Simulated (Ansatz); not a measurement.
```xyz
4
Lattice="2.6905 0.0000 0.0000 0.0000 4.3699 0.0000 0.0000 0.0000 15.7767" Properties=species:S:1:pos:R:3 pbc="T T T"
Be     1.3452     4.4434     7.9354
O      1.3452     1.5643     7.7627
Be     2.6905     2.2585     7.8412
O      2.6905     3.7492     8.0139
```

No spin polarisation.

Computed with r2SCAN, PAW, 500 eV (Ansatz, an electronic-structure program; no spin-orbit coupling). Settings: 12×8×1 k-points, 0.05 eV Fermi–Dirac smearing. The cell is a slab with vacuum along z.

Task: Predict the valence-band top at Γ, band gap, gap character and layer's space group.

Result: 
* **Valence-band top at Γ (three highest levels, from the VBM)**: 0.00, -0.40, -0.70 eV
* **Band gap**: 6.15 eV
* **Gap character**: direct at Γ
* **Layer's space group (with vacuum)**: Pmn2_1 (No. 31)

No phonon test of stability was made. The cell was made from BeO in the wurtzite structure (space group P6_3mc, No. 186) by this change: a free-standing slab of 1 layer (4 atoms, 4 a layer) is cut normal to the y axis, with 15 Å of vacuum and the in-plane cell held at bulk.
